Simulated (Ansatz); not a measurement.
## InPd in Ansatz: the effect of functional

Crystal: InPd.

```xyz
2
Lattice="3.2051 0.0000 0.0000 0.0000 3.2051 0.0000 0.0000 0.0000 3.2051" Properties=species:S:1:pos:R:3 pbc="T T T"
In    0.0000    0.0000    0.0000
Pd    1.6025    1.6025    1.6025
```

The cell comes from a database or a generator and needn't be the stable form of this composition.

The cell isn't the ideal one: volume scaled by 0.94.

Alike in all runs:

| Item | Value |
| --- | --- |
| Program | Ansatz 0.2.0 |
| Task | single point |
| Potentials or basis | Ansatz PAW |
| k mesh | 8 × 8 × 8 |
| Occupations | fermi-dirac, width 0.05 eV |
| Spin | no spin polarisation |

One run gave: pressure 1.3 GPa. Which functional did it use?
A. LDA
B. PBE
C. r2SCAN

A.

| functional | cutoff | pressure (GPa) |
| --- | --- | --- |
| LDA | 420 eV (not typed: the program's choice for these potentials) | 1.3 |
| r2SCAN | 500 eV (not typed: the program's choice for these potentials) | 8.9 |
| PBE | 420 eV (not typed: the program's choice for these potentials) | 13.4 |

Caveats: the PAW data sets come from PBE, with cores solved anew for the run's functional, which leaves a small shift of forces and pressure (some runs).
